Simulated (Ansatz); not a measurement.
System: Os (fcc type), 1 atom in the cell.

Computed with PBE, all-electron LAPW, point nucleus in Ansatz 0.2.0 development build.

k-mesh 12×12×12 Γ-centred; Fermi–Dirac smearing of 0.1 eV; no spin polarisation; no spin–orbit coupling.

```xyz
1
Lattice="0.0000 1.9300 1.9300 1.9300 0.0000 1.9300 1.9300 1.9300 0.0000" Properties=species:S:1:pos:R:3 pbc="T T T"
Os    0.0000    0.0000    0.0000
```

Problem. What pressure does the calculation give?

Solution. The pressure is -1.48 GPa, so at these settings the cell is stretched and would shrink.

This cubic structure is a model: it isn't the usual form of the substance at ambient conditions, and such phases are metastable or hypothetical. The k-mesh is modest, so these values aren't fully converged in k.
